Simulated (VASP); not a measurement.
# BN (Qingsongite) (F-43m) in VASP: further runs, part 2 of 2

VASP 6.6.1. The steps go on from the part before.

**5. Single point, LDA**

This run uses another cell than the first one, of 5.91 Å³/atom, 1.064 times its volume.

Contents of INCAR:

```
SYSTEM = BN
ALGO = Normal
EDIFF = 1E-6
ENCUT = 520
GGA = CA
ISIF = 2
ISMEAR = 0
LASPH = .TRUE.
LCHARG = .FALSE.
LREAL = .FALSE.
LWAVE = .FALSE.
NBANDS = 11
NELM = 100
PREC = Accurate
SIGMA = 0.01
```

Contents of KPOINTS:

```
k-points
0
G
  9 9 9
  0 0 0
```

Contents of POSCAR:

```
BN
1.0
    0.0000000000      1.8075000000      1.8075000000
    1.8075000000      0.0000000000      1.8075000000
    1.8075000000      1.8075000000      0.0000000000
B N
1 1
Direct
    0.0000000000      0.0000000000      0.0000000000
    0.2500000000      0.2500000000      0.2500000000
```

Potentials or basis: VASP PAW LDA potentials, release 64 (B, N).

On the command line:

```bash
$ cat potpaw_LDA.64/B/POTCAR potpaw_LDA.64/N/POTCAR > POTCAR
$ mpirun -np 1 vasp_std > vasp.out
```

OUTCAR:

```text
SYSTEM = BN
   EDIFF = 1E-6
   ENCUT = 520
   GGA = CA
   ISIF = 2
   ISMEAR = 0
   LASPH = .TRUE.
   LREAL = .FALSE.
   NELM = 100
   PREC = Accurate

 ion  position               nearest neighbor table
   1  0.000  0.000  0.000-   2 1.57   2 1.57   2 1.57   2 1.57
   2  0.250  0.250  0.250-   1 1.57   1 1.57   1 1.57   1 1.57

  LATTYP: Found a face centered cubic cell.
 ALAT       =     3.6150000000

  Lattice vectors:

 A1 = (   0.0000000000,   1.8075000000,   1.8075000000)
 A2 = (   1.8075000000,   0.0000000000,   1.8075000000)
 A3 = (   1.8075000000,   1.8075000000,   0.0000000000)

Analysis of symmetry for initial positions (statically):
=====================================================================
 Subroutine PRICEL returns:
 Original cell was already a primitive cell.

 Routine SETGRP: Setting up the symmetry group for a
 face centered cubic supercell.

 Subroutine GETGRP returns: Found 24 space group operations
 (whereof 24 operations were pure point group operations)
 out of a pool of 48 trial point group operations.

The static configuration has the point symmetry T_d .

Analysis of symmetry for dynamics (positions and initial velocities):
[... 166 lines left out ...]
 k-point     1 :       0.0000    0.0000    0.0000
  band No.  band energies     occupation
      1     -12.6806      2.00000
      2       7.3888      2.00000
      3       7.3888      2.00000
      4       7.3888      2.00000
      5      16.0723      0.00000
      6      16.0723      0.00000
      7      16.0723      0.00000
      8      17.8290      0.00000
      9      31.8787      0.00000
     10      35.1765      0.00000
     11      35.1765      0.00000
[... 309 lines left out ...]
 k-point    24 :       0.4444    0.4444    0.0000
  band No.  band energies     occupation
      1      -7.4070      2.00000
      2      -1.0351      2.00000
      3       2.5614      2.00000
      4       2.5614      2.00000
      5      11.8877      0.00000
      6      16.6437      0.00000
      7      24.7792      0.00000
      8      24.7792      0.00000
      9      27.7015      0.00000
     10      34.3720      0.00000
     11      41.1427      0.00000

 [... further k-points ...]
[... 5 lines left out ...]
  --------------------------------------------------------------------------------------
  -------------------------------------------------------------------------------------
  Total       -0.7415652     -0.7415652     -0.7415652     -0.0000000      0.0000000      0.0000000
  in kB     -100.5993184   -100.5993184   -100.5993184     -0.0000000      0.0000000      0.0000000
  external PRESSURE =    -100.5993184 kB  Pullay stress =       0.0000000 kB

 VOLUME and BASIS-vectors are now :
 -----------------------------------------------------------------------------
  energy-cutoff  :      520.00
  volume of cell :       11.81
      direct lattice vectors                 reciprocal lattice vectors
     0.000000000  1.807500000  1.807500000    -0.276625173  0.276625173  0.276625173
     1.807500000  0.000000000  1.807500000     0.276625173 -0.276625173  0.276625173
     1.807500000  1.807500000  0.000000000     0.276625173  0.276625173 -0.276625173

 POSITION                                       TOTAL-FORCE (eV/Angst)
 -----------------------------------------------------------------------------------
      0.00000      0.00000      0.00000         0.000000      0.000000      0.000000
      0.90375      0.90375      0.90375        -0.000000     -0.000000     -0.000000
 -----------------------------------------------------------------------------------
    total drift:                               -0.000000     -0.000000     -0.000000

  FREE ENERGIE OF THE ION-ELECTRON SYSTEM (eV)
  ---------------------------------------------------
  free  energy   TOTEN  =       -19.4045105118 eV

  energy  without entropy=      -19.4045105118  energy(sigma->0) =      -19.40451051
```

OSZICAR:

```text
N       E                     dE             d eps       ncg     rms          rms(c)
DAV:   1     0.708130919015E+01    0.70813E+01   -0.51269E+03   794   0.718E+02
DAV:   2    -0.201107972332E+02   -0.27192E+02   -0.26609E+02   937   0.153E+02
DAV:   3    -0.205344514281E+02   -0.42365E+00   -0.42267E+00   905   0.156E+01
DAV:   4    -0.205349413447E+02   -0.48992E-03   -0.48991E-03   833   0.634E-01
DAV:   5    -0.205349418045E+02   -0.45984E-06   -0.45983E-06   890   0.189E-02    0.650E+00
DAV:   6    -0.195445507805E+02    0.99039E+00   -0.32582E+00   770   0.102E+01    0.308E+00
DAV:   7    -0.194363680510E+02    0.10818E+00   -0.81246E-02   887   0.233E+00    0.177E+00
DAV:   8    -0.194046829502E+02    0.31685E-01   -0.44566E-02   842   0.143E+00    0.175E-01
DAV:   9    -0.194045265134E+02    0.15644E-03   -0.93043E-04   839   0.261E-01    0.824E-02
DAV:  10    -0.194045100307E+02    0.16483E-04   -0.46967E-05   869   0.630E-02    0.144E-02
DAV:  11    -0.194045105118E+02   -0.48115E-06   -0.11724E-06   562   0.768E-03
   1 F= -.19404511E+02 E0= -.19404511E+02  d E =-.360202E-95
```

stdout:

```text
POSCAR found type information on POSCAR B N
 POSCAR found :  2 types and       2 ions
 scaLAPACK will be used
 LDA part: xc-table for (Slater(with rela. corr.)+CA(PZ))
 , standard interpolation
 POSCAR, INCAR and KPOINTS ok, starting setup
 FFT: planning ... GRIDC
 FFT: planning ... GRID_SOFT
 FFT: planning ... GRID
 WAVECAR not read
 entering main loop
```

Wall time 4.3 s (1 thread of Intel Xeon 6975P-C, shared host); peak memory 0.11 GiB.

What came out:

* Free energy: -19.4045 eV
* Pressure: -10.1 GPa
* Band gap on the k mesh: 4.50 eV, indirect (least direct gap 8.68 eV)

A k mesh can miss the band edges.

**6. Single point, LDA**

This run uses another cell than the first one, of 6.02 Å³/atom, 1.085 times its volume.

Contents of INCAR:

```
SYSTEM = BN
PREC = Accurate
ENCUT = 520
EDIFF = 1E-6
ISMEAR = 0
SIGMA = 0.01
LREAL = .False.
LASPH = .True.
NELM = 60
ALGO = Normal
ISIF = 2
LWAVE = .False.
LCHARG = .False.
GGA = CA
NBANDS = 11
```

Contents of KPOINTS:

```
Automatic mesh
0
Gamma
  9 9 9
  0 0 0
```

Contents of POSCAR:

```
BN
1.0
    0.0000000000      1.8194705475      1.8194705475
    1.8194705475      0.0000000000      1.8194705475
    1.8194705475      1.8194705475      0.0000000000
B N
1 1
Direct
    0.0000000000      0.0000000000      0.0000000000
    0.2500000000      0.2500000000      0.2500000000
```

Potentials or basis: VASP PAW LDA potentials, release 64 (B, N).

On the command line:

```bash
$ cat potpaw_LDA.64/B/POTCAR potpaw_LDA.64/N/POTCAR > POTCAR
$ mpirun -np 1 vasp_std > vasp.out
```

OUTCAR:

```text
SYSTEM = BN
   PREC = Accurate
   ENCUT = 520
   EDIFF = 1E-6
   ISMEAR = 0
   LREAL = .False.
   LASPH = .True.
   NELM = 60
   ISIF = 2
   GGA = CA

 ion  position               nearest neighbor table
   1  0.000  0.000  0.000-   2 1.58   2 1.58   2 1.58   2 1.58
   2  0.250  0.250  0.250-   1 1.58   1 1.58   1 1.58   1 1.58

  LATTYP: Found a face centered cubic cell.
 ALAT       =     3.6389410950

  Lattice vectors:

 A1 = (   0.0000000000,   1.8194705475,   1.8194705475)
 A2 = (   1.8194705475,   0.0000000000,   1.8194705475)
 A3 = (   1.8194705475,   1.8194705475,   0.0000000000)

Analysis of symmetry for initial positions (statically):
=====================================================================
 Subroutine PRICEL returns:
 Original cell was already a primitive cell.

 Routine SETGRP: Setting up the symmetry group for a
 face centered cubic supercell.

 Subroutine GETGRP returns: Found 24 space group operations
 (whereof 24 operations were pure point group operations)
 out of a pool of 48 trial point group operations.

The static configuration has the point symmetry T_d .

Analysis of symmetry for dynamics (positions and initial velocities):
=====================================================================
 Subroutine PRICEL returns:
 Original cell was already a primitive cell.

 Routine SETGRP: Setting up the symmetry group for a
 face centered cubic supercell.

 Subroutine GETGRP returns: Found 24 space group operations
 (whereof 24 operations were pure point group operations)
 out of a pool of 48 trial point group operations.

The dynamic configuration has the point symmetry T_d .

 Subroutine INISYM returns: Found 24 space group operations
 (whereof 24 operations are pure point group operations),
 and found     1 'primitive' translations

----------------------------------------------------------------------------------------

                                     Primitive cell

  volume of cell :      12.0466

  direct lattice vectors                    reciprocal lattice vectors
     0.000000000  1.819470547  1.819470547    -0.274805218  0.274805218  0.274805218
     1.819470547  0.000000000  1.819470547     0.274805218 -0.274805218  0.274805218
     1.819470547  1.819470547  0.000000000     0.274805218  0.274805218 -0.274805218

  length of vectors
     2.573119925  2.573119925  2.573119925     0.475976599  0.475976599  0.475976599

  position of ions in fractional coordinates (direct lattice)
     0.000000000  0.000000000  0.000000000
     0.250000000  0.250000000  0.250000000

  ion indices of the primitive-cell ions
   primitive index   ion index
                 1           1
                 2           2

----------------------------------------------------------------------------------------

 KPOINTS: Automatic mesh

Automatic generation of k-mesh.
 Grid dimensions read from file:
 generate k-points for:    9    9    9

 Generating k-lattice:

  Cartesian coordinates                     Fractional coordinates (reciprocal lattice)
    -0.030533913  0.030533913  0.030533913     0.111111111  0.000000000  0.000000000
     0.030533913 -0.030533913  0.030533913     0.000000000  0.111111111  0.000000000
     0.030533913  0.030533913 -0.030533913     0.000000000  0.000000000  0.111111111

  Length of vectors
     0.052886289  0.052886289  0.052886289

  Shift w.r.t. Gamma in fractional coordinates (k-lattice)
     0.000000000  0.000000000  0.000000000

 Subroutine IBZKPT returns following result:
 ===========================================

 Found     35 irreducible k-points:

 Following reciprocal coordinates:
            Coordinates               Weight
  0.000000  0.000000  0.000000      1.000000
  0.111111  0.000000  0.000000      8.000000
  0.222222  0.000000  0.000000      8.000000
  0.333333  0.000000  0.000000      8.000000
  0.444444  0.000000  0.000000      8.000000
  0.111111  0.111111  0.000000      6.000000
[... 16 lines left out ...]
 -0.333333  0.333333  0.000000     12.000000
  0.444444  0.444444  0.000000      6.000000
 [... further k-points ...]
   k-points           NKPTS =     35   k-points in BZ     NKDIM =     35   number of bands    NBANDS=     11
   number of dos      NEDOS =    301   number of ions     NIONS =      2
   total plane-waves  NPLWV =   8000
   dimension x,y,z NGX =    20 NGY =   20 NGZ =   20
   dimension x,y,z NGXF=    40 NGYF=   40 NGZF=   40
   ions per type =               1   1
   NGX,Y,Z   is equivalent  to a cutoff of  12.92, 12.92, 12.92 a.u.
   NGXF,Y,Z  is equivalent  to a cutoff of  25.84, 25.84, 25.84 a.u.
 SYSTEM =  BN
   PREC   = accura    normal or accurate (medium, high low for compatibility)
   ISTART =      0    job   : 0-new  1-cont  2-samecut
   ICHARG =      2    charge: 1-file 2-atom 10-const
   ISPIN  =      1    spin polarized calculation?
   LNONCOLLINEAR =      F non collinear calculations
   LSORBIT =      F    spin-orbit coupling
   LASPH  =      T    aspherical Exc in radial PAW
   ENCUT  =  520.0 eV  38.22 Ry    6.18 a.u.   4.78  4.78  4.78*2*pi/ulx,y,z
   NELM   =     60;   NELMIN=  2; NELMDL= -5     # of ELM steps
   EDIFF  = 0.1E-05   stopping-criterion for ELM
   LREAL  =      F    real-space projection
   EDIFFG = 0.1E-04   stopping-criterion for IOM
   NSW    =      0    number of steps for IOM
   IBRION =     -1    ionic relax: 0-MD 1-quasi-New 2-CG
   NFREE  =      0    steps in history (QN), initial steepest desc. (CG)
   ISIF   =      2    stress and relaxation
   ISYM   =      2    0-nonsym 1-usesym 2-fastsym
   POTIM  = 0.5000    time-step for ionic-motion
   TEBEG  =    0.0;   TEEND  =   0.0 temperature during run
   PSTRESS=    0.0 pullay stress
   NELECT =       8.0000    total number of electrons
   NUPDOWN=      -1.0000    fix difference up-down
   EMIN   =  10.00;   EMAX   =-10.00  energy-range for DOS
   EFERMI =   0.00;   METHOD = LEGACY
   ISMEAR =     0;   SIGMA  =   0.01  broadening in eV -4-tet -1-fermi 0-gaus
   EFERMI_NEDOS =   21; number of points for ismear=-14 and -15
   IALGO  =     38    algorithm
   IMIX   =      4    mixing-type and parameters
     AMIX     =   0.40;   BMIX     =  1.00
     AMIX_MAG =   1.60;   BMIX_MAG =  1.00
  volume/ion in A,a.u.               =       6.02        40.65
  Fermi-wavevector in a.u.,A,eV,Ry     =   1.428290  2.699077 27.756062  2.040013
  Thomas-Fermi vector in A             =   2.548368
   LORBIT       =      0    0 simple, 1 ext, 2 COOP (PROOUT), +10 PAW based schemes
   GGA     = CA    functional components
   LHFCALC =     F    Hartree Fock is set to
   AEXX    =    0.0000 exact exchange contribution
   IVDW    =     0    specifies the selected vdW correction
   LEPSILON=     F    determine dielectric tensor
   LRPA    =     F    only Hartree local field effects (RPA)
 non-spin polarized calculation
 Gauss-broadening in eV      SIGMA  =   0.01
  energy-cutoff  :      520.00
  volume of cell :       12.05
 maximum number of plane-waves:       332
   NGX =  9   NGY =  9   NGZ =  9

 number of electron       8.0000001 magnetization

 Free energy of the ion-electron system (eV)
  ---------------------------------------------------
  ext. energy  EPLUGINS =         0.00000000
  ---------------------------------------------------
  free energy    TOTEN  =       -19.38475461 eV

  energy without entropy =      -19.38475461  energy(sigma->0) =      -19.38475461

 E-fermi :   7.2890     XC(G=0): -13.0099

 val. band max:        7.1429545235   @ k =   0.0000   0.0000   0.0000
 cond. band min:      11.6148467227   @ k =   0.4444   0.4444   0.0000
 fundamental gap:      4.4718921992
 Fermi energy:         7.2890484566

 k-point     1 :       0.0000    0.0000    0.0000
  band No.  band energies     occupation
      1     -12.7037      2.00000
      2       7.1430      2.00000
      3       7.1430      2.00000
      4       7.1430      2.00000
      5      15.7334      0.00000
      6      15.7334      0.00000
      7      15.7334      0.00000
      8      17.2641      0.00000
      9      31.2615      0.00000
     10      34.6884      0.00000
     11      34.6884      0.00000
[... 309 lines left out ...]
 k-point    24 :       0.4444    0.4444    0.0000
  band No.  band energies     occupation
      1      -7.5368      2.00000
      2      -1.1682      2.00000
      3       2.4104      2.00000
      4       2.4104      2.00000
      5      11.6148      0.00000
      6      16.2854      0.00000
      7      24.2427      0.00000
      8      24.2427      0.00000
      9      27.1243      0.00000
     10      33.7053      0.00000
     11      40.5305      0.00000

 [... further k-points ...]
[... 5 lines left out ...]
  --------------------------------------------------------------------------------------
  -------------------------------------------------------------------------------------
  Total       -1.2808989     -1.2808989     -1.2808989      0.0000000      0.0000000     -0.0000000
  in kB     -170.3571427   -170.3571427   -170.3571427      0.0000000      0.0000000     -0.0000000
  external PRESSURE =    -170.3571427 kB  Pullay stress =       0.0000000 kB

 VOLUME and BASIS-vectors are now :
 -----------------------------------------------------------------------------
  energy-cutoff  :      520.00
  volume of cell :       12.05
      direct lattice vectors                 reciprocal lattice vectors
     0.000000000  1.819470547  1.819470547    -0.274805218  0.274805218  0.274805218
     1.819470547  0.000000000  1.819470547     0.274805218 -0.274805218  0.274805218
     1.819470547  1.819470547  0.000000000     0.274805218  0.274805218 -0.274805218

 POSITION                                       TOTAL-FORCE (eV/Angst)
 -----------------------------------------------------------------------------------
      0.00000      0.00000      0.00000        -0.000000     -0.000000     -0.000000
      0.90974      0.90974      0.90974         0.000000      0.000000      0.000000
 -----------------------------------------------------------------------------------
    total drift:                               -0.000000     -0.000000     -0.000000

  FREE ENERGIE OF THE ION-ELECTRON SYSTEM (eV)
  ---------------------------------------------------
  free  energy   TOTEN  =       -19.3847546089 eV

  energy  without entropy=      -19.3847546089  energy(sigma->0) =      -19.38475461
```

Wall time 4 s (1 thread of Intel Xeon 6975P-C, shared host); peak memory 0.11 GiB.

Results:

| Property | Result |
| --- | --- |
| Free energy | -19.3848 eV |
| Pressure | -17.0 GPa |
| Band gap on the k mesh | 4.47 eV, indirect (least direct gap 8.59 eV) |

Levels at points of the mesh, in eV from the valence-band top:
```
           k point  band 1  band 2  band 3  band 4  band 5  band 6  band 7  band 8  band 9
(0.00, 0.00, 0.00)  -19.85    0.00    0.00    0.00    8.59    8.59    8.59   10.12   24.12
```

A k mesh can miss the band edges. As with any semilocal functional, this LDA gap is likely too small.

**7. Overview**

```tsv
cell	gap on the mesh (eV)	pressure (GPa)
a = 2.504 Å, angles 60.0°, 2 atoms	4.58	15.3
a = 2.522 Å, angles 60.0°, 2 atoms	4.55	6.0
a = 2.539 Å, angles 60.0°, 2 atoms	4.53	-2.4
a = 2.556 Å, angles 60.0°, 2 atoms	4.50	-10.1
a = 2.573 Å, angles 60.0°, 2 atoms	4.47	-17.0
```

Alike in all rows: task single point; level LDA; potentials or basis VASP PAW LDA potentials, release 64 (B, N); no spin polarisation; k mesh 9 × 9 × 9; cutoff (eV) 520; smearing gaussian 0.01 eV.

Total energies depend on the potentials used, so only differences within one code and one set of settings carry meaning.

**8. How close it comes**

Step 4. A measured gap of BN is 6.4 eV (indirect; 300 K; a printed reference work, monograph); the calculated 4.53 eV misses it by -1.87 eV. The value is that of LDA on a finite k mesh, which can miss the band edges, without temperature or zero-point motion. Semilocal functionals fall short of measured gaps as a rule.
